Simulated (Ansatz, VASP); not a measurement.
InAs in VASP and in Ansatz

```
In As
1.0
     0.00000    2.92756    2.92756
     2.92756    0.00000    2.92756
     2.92756    2.92756    0.00000
In As
1 1
Direct
  0.00000 0.00000 0.00000
  0.25000 0.25000 0.25000
```

Change from the starting cell: volume scaled by 0.88, PAW files.

Alike in both runs: task single point; functional r2SCAN; k mesh 11 × 11 × 11; occupations fermi-dirac, width 0.1 eV; no spin polarisation.

|  | VASP | Ansatz |
| --- | --- | --- |
| version | VASP 6.6.1 | Ansatz 0.2.0 |
| potentials or method | VASP PAW PBE potentials, release 64 (In_d, As) | PAW with Ansatz's default frozen-core files, scalar-relativistic |
| plane-wave cutoff (eV) | 520 | 500 |
| valence electrons in the cell | 18 | 28 |

```csv
,VASP,Ansatz,Ansatz less VASP
pressure (GPa),9.9,9.9,-0.02
```

The functional is the same, so the differences come from potentials, cutoffs and numerics. The two sets of potentials don't hold the same shells in valence.

Caveats: the PAW data sets were made with another functional, which shifts forces and pressure a little (VASP).
